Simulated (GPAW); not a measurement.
Crystal: Na2S.

```xyz
3
Lattice="0.0000 3.2735 3.2735 3.2735 0.0000 3.2735 3.2735 3.2735 0.0000" Properties=species:S:1:pos:R:3 pbc="T T T"
S     0.0000    0.0000    0.0000
Na    4.9102    4.9102    4.9102
Na    1.6367    1.6367    1.6367
```

* Program: GPAW 26.7.0
* Task: single point
* Functional: PBEsol
* Potentials or basis: PAW data sets generated in the run's folder for this functional
* Cutoff: 800 eV
* Basis: pw
* k mesh: 7 × 7 × 7
* Occupations: fermi-dirac, width 0.05 eV
* Spin: no spin polarisation

On this cell: pressure -0.5 GPa; largest force zero by symmetry; band gap on the k mesh 2.36 eV, direct.

The same run follows on a disturbed copy (atoms moved at random, drawn with an rms of 0.05 Å):

```xyz
3
Lattice="0.0000 3.2735 3.2735 3.2735 0.0000 3.2735 3.2735 3.2735 0.0000" Properties=species:S:1:pos:R:3 pbc="T T T"
S    -0.0152    0.0065   -0.0056
Na    4.9285    4.9158    4.8763
Na    1.5859    1.6566    1.6556
```

Problem. What changes?

Solution. The energy moves by +1.9 meV/atom; pressure -0.5 GPa; largest force 0.132 eV/Å; band gap on the k mesh 2.34 eV, direct.

Forces in eV/Å, atoms in the order of the input:
```
S   -0.005  0.017 -0.003
Na  -0.099  0.017  0.079
Na   0.103 -0.034 -0.076
```

Stress tensor (GPa, compression positive):
```
-0.49 -0.15 -0.05
-0.15 -0.51  0.20
-0.05  0.20 -0.49
```

